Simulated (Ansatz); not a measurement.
CrO2:

```
Cr O
1.0
     1.43186   -2.61352    0.00000
     1.43186    2.61352    0.00000
     0.00000    0.00000   10.78849
Cr O
2 4
Direct
  0.00000 0.00000 0.50000
  0.00000 0.00000 0.00000
  0.33590 0.66410 0.58920
  0.33590 0.66410 0.91080
  0.66410 0.33590 0.41080
  0.66410 0.33590 0.08920
```

The cell comes from a database or a generator and needn't be the stable form of this composition.

* Program: Ansatz 0.2.0
* Task: single point
* Functional: PBE
* Potentials or basis: Ansatz PAW
* Cutoff: 420 eV (not typed: the program's choice for these potentials)
* k mesh: 11 × 11 × 3
* Occupations: fermi-dirac, width 0.05 eV
* Spin: collinear spin, ferromagnetic start
* Starting moments: [3.0, 3.0, 0.0, 0.0, 0.0, 0.0] μB

On this cell: pressure -6.7 GPa; largest force 0.592 eV/Å; net moment 4.00 μB per cell; site moments Cr +1.77; O -0.07 μB; band gap on the k mesh none (metal or under the smearing width).

The same run follows on a disturbed copy (atoms moved at random, drawn with an rms of 0.05 Å):

```
CELL_PARAMETERS angstrom
1.43186 -2.61352 0.00000
1.43186 2.61352 0.00000
0.00000 0.00000 10.78849
ATOMIC_POSITIONS crystal
Cr 0.99369 0.00428 0.50256
Cr 0.99824 0.98358 0.00229
O 0.31832 0.65754 0.58752
O 0.33282 0.65377 0.90707
O 0.68512 0.34139 0.41113
O 0.64717 0.33972 0.08946
```

Question: What does the disturbed cell give?

Answer: The energy (extrapolated to zero smearing) moves by +17.3 meV/atom; pressure -6.6 GPa; largest force 1.325 eV/Å; net moment 4.00 μB per cell; site moments Cr +1.73; O -0.07 μB; band gap on the k mesh none (metal or under the smearing width).

Forces in eV/Å, atoms in the order of the input:
```
Cr  -0.068 -0.264 -0.564
Cr   0.056  0.408 -0.949
O    0.420 -0.016 -0.099
O   -0.010  0.269  1.298
O   -0.352  0.279  0.661
O   -0.046 -0.677 -0.348
```

Stress tensor (GPa, compression positive):
```
 -3.69   0.18   1.39
  0.18 -11.41  -2.39
  1.39  -2.39  -4.62
```

Caveats: semilocal functionals often make such compounds metallic where correlation or magnetic order opens a gap, which also shifts bond lengths; only a ferromagnetic start was run, and an antiferromagnetic order may lie lower in energy.
